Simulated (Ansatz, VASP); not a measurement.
Two plane-wave programs on BeTe

Contents of INCAR:

```
SYSTEM = BeTe
PREC = Accurate ; ENCUT = 520
EDIFF = 1E-6 ; ISMEAR = -1
SIGMA = 0.02 ; LREAL = .False.
LASPH = .True. ; NELM = 100
ALGO = Fast ; ISIF = 2
LWAVE = .False. ; LCHARG = .True.
GGA = PE ; LELF = .True.
LVHAR = .True. ; NBANDS = 16
```

The input KPOINTS:

```
Automatic mesh
0
Gamma
  6 6 4
  0 0 0
```

The input POSCAR:

```
BeTe
1.0
    3.8635963374      0.0000000000      0.0000000000
   -1.9317981687      3.3459725782      0.0000000000
    0.0000000000      0.0000000000      6.0034039923
Be Te
2 2
Direct
    0.0000000000      0.0000000000      0.0000000000
    0.0000000000      0.0000000000      0.5000000000
    0.3333333333      0.6666666667      0.2500000000
    0.6666666667      0.3333333333      0.7500000000
```

Input for Ansatz:

```yaml
crystal:
  lattice:
    - [3.8635963374, 0.0, 0.0]
    - [-1.9317981687, 3.3459725782, 0.0]
    - [0.0, 0.0, 6.0034039923]
  atoms:
    - { symbol: Be, position: [0.0, 0.0, 0.0] }
    - { symbol: Be, position: [0.0, 0.0, 0.5] }
    - { symbol: Te, position: [0.3333333333, 0.6666666667, 0.25] }
    - { symbol: Te, position: [0.6666666667, 0.3333333333, 0.75] }
kpoints:
  mp_grid: { grid: [6, 6, 4] }
hamiltonian:
  xc: pbe
scf:
  occupations: { method: fermi_dirac, width: 0.02 }
  n_extra_bands: 5
output:
  forces: true
  stress: true
  eigenvalues: true
  write_density: true
  write_potential: true
  elf: true
  volumetric_format: npy
```

The cell was built by a generator and needn't be a form met in nature.

Alike in both runs: task single point; functional PBE; k mesh 6 × 6 × 4; occupations fermi-dirac, width 0.02 eV; no spin polarisation.

```csv
,VASP,Ansatz
version,VASP 6.6.1,Ansatz 0.2.0
potentials or method,"VASP PAW PBE potentials, release 64 (Be, Te)","plane waves, PAW"
plane-wave cutoff (eV),520,420
valence electrons in the cell,16,36
```

VASP gave:

| Item | Value |
| --- | --- |
| pressure (GPa) | 0.0 |
| largest component of the traceless stress (GPa) | 0.09 |

Problem. What did Ansatz give for the same quantities?

Solution. Pressure (GPa): -0.1; largest component of the traceless stress (GPa): 0.11.

With one functional, cell and mesh, what is left measures potentials, basis and numerics. The two sets of potentials don't hold the same shells in valence.

The runs have no spin-orbit coupling, so splittings on Te are missing.
